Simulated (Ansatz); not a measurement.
Base system: ZnTe in the zinc blende structure (space group F-43m, No. 216; a = 6.066 Å). Axes: x, y, z lie along the cube axes.

Level of theory: PBEsol (Ansatz, a first-principles code), scalar-relativistic without spin-orbit coupling.

Before the change:

The pressure is 0.00 GPa.

Now apply this change: biaxial strain +2.56 %, plane normal [001], relaxed out of plane (Cartesian); in-plane vectors clamped, the third vector and the atoms free.

**Question.** How does this affect the energy relative to the base?

**Answer.** The energy grows by 7.1 meV/atom.

**Question.** Estimate the effect on the pressure.

**Answer.** The pressure (mean of the normal stresses, compression positive) goes from zero to -1.04 GPa.

Stability against distortions was not tested.
